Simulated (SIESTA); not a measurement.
## BaTiO3 under changes of volume

One of the cells (12.858 Å³/atom); the others are scaled copies at fixed shape and fractional positions:

```
CELL_PARAMETERS angstrom
4.00600 0.00000 0.00000
0.00000 4.00600 0.00000
0.00000 0.00000 4.00600
ATOMIC_POSITIONS crystal
Ba 0.50000 0.50000 0.50000
Ti 0.00000 0.00000 0.00000
O 0.00000 0.00000 0.50000
O 0.00000 0.50000 0.00000
O 0.50000 0.00000 0.00000
```

- Program: SIESTA 5.4.2
- Functional: LDA
- Potentials or basis: PseudoDojo 0.4 standard (LDA files)
- Basis: DZP (energy shift 0.003 Ry; two zetas on semicore shells; d shell added on Ba)
- Grid cutoff: 800 Ry
- Energy shift: 0.003 Ry
- k mesh: 5 × 5 × 5
- Occupations: fermi-dirac, width 0.05 eV
- Spin: no spin polarisation

| volume (Å³/atom) | energy over the lowest point (meV/atom) | pressure (GPa) | gap on the mesh (eV) |
| --- | --- | --- | --- |
| 12.086 | 3.78 | 4.5 | 1.77 |
| 12.343 | 0.00 | 0.3 | 1.76 |
| 12.601 | 2.82 | -3.7 | 1.75 |
| 12.858 | 11.51 | -7.1 | 1.73 |
| 13.115 | ? | ? | ? |
| 13.372 | 43.97 | -12.8 | 1.65 |
| 13.629 | 66.51 | -15.3 | 1.61 |

Problem. What does the run at 13.115 Å³/atom give?

Solution. Energy over the lowest point 25.43 meV/atom; pressure -10.2 GPa; gap on the mesh 1.69 eV.

Worked out: A Birch-Murnaghan fit of order 3 (a polynomial in V^(-2/3)) to the other rows has its minimum at 12.36 Å³/atom with B0 = V·E''(V) = 197 GPa and B' = 4.8. It gives 25.44 meV/atom at 13.115 Å³/atom, against the run's 25.43, and -dE/dV = -10.2 GPa, against -10.2. A parabola through the other rows of the gap, of slope -1.82 eV per unit of ln V there, gives 1.69 eV, against the run's 1.69.

Energies are extrapolated to zero smearing.

Caveats: this set's barium file shifts pressures by up to 1 GPa against other sets; spin-orbit coupling is left out, which moves the levels of the heavy elements; an odd mesh through Γ misses points on the zone boundary, where band edges often lie; the basis of atomic orbitals isn't converged, which shifts pressures, moduli and gaps.
